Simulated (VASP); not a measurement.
Set up this calculation in VASP 6.6.1, as the native input.

```yaml
Task: relaxation of cell and atoms
Functional: PBE
Potentials_or_basis: VASP PAW PBE potentials, release 64 (In_d, Sb)
Cutoff: 600 eV
k_mesh: 10 × 10 × 10
Occupations: gaussian, width 0.03 eV
Spin: no spin polarisation
Further_INCAR_settings: ALGO = Normal; EDIFF = 1e-06; IBRION = 2; EDIFFG = -0.01; NSW = 90; ISIF = 3
```

The structure of InSb lies in POSCAR:

```
InSb
1.0
    0.0000000000      3.2391000000      3.2391000000
    3.2391000000      0.0000000000      3.2391000000
    3.2391000000      3.2391000000      0.0000000000
In Sb
1 1
Direct
    0.0000000000      0.0000000000      0.0000000000
    0.2500000000      0.2500000000      0.2500000000
```

One way to write it, as run:

INCAR

```
SYSTEM = InSb
PREC = Accurate
ENCUT = 600
EDIFF = 1E-6
ISMEAR = 0
SIGMA = 0.03
LREAL = .False.
LASPH = .True.
NELM = 80
ALGO = Normal
ISIF = 3
LWAVE = .False.
LCHARG = .False.
GGA = PE
IBRION = 2
NSW = 90
EDIFFG = -0.01
```

KPOINTS

```
regular mesh
0
Gamma
  10 10 10
  0 0 0
```

Potentials or basis: VASP PAW PBE potentials, release 64 (In_d, Sb).

Launch:

```console
$ cat potpaw_PBE.64/In_d/POTCAR potpaw_PBE.64/Sb/POTCAR > POTCAR
$ mpirun -np 1 vasp_std > vasp.out
```

Results of the run:

```
Relaxed volume                         : 36.49 Å³/atom
Relaxed cell                           : a = 4.691 Å, b = 4.691 Å, c = 4.691 Å, α = 60.00°, β = 60.00°, γ = 60.00°
Space group after relaxing (to 0.05 Å) : F-43m (No. 216)
Energy gained by relaxing              : 23.0 meV/atom
Ionic steps                            : 3
Pressure after relaxing                : 0.0 GPa
Band gap on the k mesh                 : none (metal or under the smearing width)
```

Caveat: this crystal is a semiconductor, whose small gap the functional closes, so the metal is an error of the method.

Run time: 54 s on 1 thread of Intel(R) Xeon(R) 6975P-C (Granite Rapids) (shared host), peak memory 0.27 GiB.
